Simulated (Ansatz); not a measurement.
The system is Ga2O3.

```
Ga O
1.0
     6.10700   -1.51855    0.00000
     6.10700    1.51855    0.00000
    -1.38599    0.00000    5.63001
Ga O
4 6
Direct
  0.34134 0.34134 0.68598
  0.65866 0.65866 0.31402
  0.90950 0.90950 0.20540
  0.09050 0.09050 0.79460
  0.50410 0.50410 0.74340
  0.49590 0.49590 0.25660
  0.82670 0.82670 0.43680
  0.17330 0.17330 0.56320
  0.83550 0.83550 0.89020
  0.16450 0.16450 0.10980
```

Base run:

| Property | Result |
| --- | --- |
| Program | Ansatz 0.2.0 |
| Functional | BLYP |
| Potentials or basis | Ansatz PAW |
| Cutoff | 420 eV (not typed: the program's choice for these potentials) |
| k mesh | 9 × 9 × 5 |
| Occupations | fermi-dirac, width 0.05 eV |
| Spin | no spin polarisation |

Its results: band gap on the k mesh 2.53 eV, indirect (least direct gap 2.56 eV); pressure 14.5 GPa; largest force 0.266 eV/Å.

Question: The run is repeated on the same cell with these changes: functional from BLYP to PBE; cutoff from 420 eV (not typed: the program's choice for these potentials) to 600 eV. What comes out?

Answer: Band gap on the k mesh 2.44 eV, indirect (least direct gap 2.46 eV); pressure 9.5 GPa; largest force 0.219 eV/Å.

PBE binds more tightly than BLYP, so the same cell stands under less pressure.

Caveats: the PAW data sets come from PBE, with cores solved anew for the run's functional, which leaves a small shift of forces and pressure (some runs); odd divisions of the mesh miss points on the zone boundary, where band edges often lie, so the gap on the mesh can be too wide (some runs).
